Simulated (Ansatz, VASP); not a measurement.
**Si in VASP and in Ansatz**

```
Si
1.0
     3.85669    0.00000    0.00000
    -1.92835    3.33999    0.00000
     0.00000    0.00000    6.37456
Si
4
Direct
  0.66667 0.33333 0.93699
  0.33333 0.66667 0.43699
  0.66667 0.33333 0.56301
  0.33333 0.66667 0.06301
```

This isn't the form of Si at room conditions, which is diamond.

Alike in both runs: task single point; functional r2SCAN; k mesh 8 × 8 × 4; occupations fermi-dirac, width 0.05 eV; no spin polarisation.

```csv
,VASP,Ansatz
version,VASP 6.6.1,Ansatz 0.2.0
potentials or method,"VASP PAW PBE potentials, release 64 (Si)",Ansatz PAW
plane-wave cutoff (eV),520,500
valence electrons in the cell,16,16
```

VASP gave:

- gap on the k mesh at the Fermi level (eV): 0.66
- least direct gap on the mesh (eV): 1.31
- pressure (GPa): -1.9
- largest component of the traceless stress (GPa): 0.09
- rms of the force components (eV/Å): 0.007

Problem. Which values does Ansatz return?

Solution. gap on the k mesh at the Fermi level (eV): 0.64; least direct gap on the mesh (eV): 1.30; pressure (GPa): -1.7; largest component of the traceless stress (GPa): 0.10; rms of the force components (eV/Å): 0.007.

Atom by atom the forces differ by 0.001 eV/Å (rms over components).

Caveats: the PAW data sets were made with another functional, which shifts forces and pressure a little (VASP); the PAW data sets come from PBE, with cores solved anew for the run's functional, which leaves a small shift of forces and pressure (Ansatz). r2SCAN opens gaps a little over a GGA but as a rule still falls short of measured ones. A k mesh can miss the band edges.
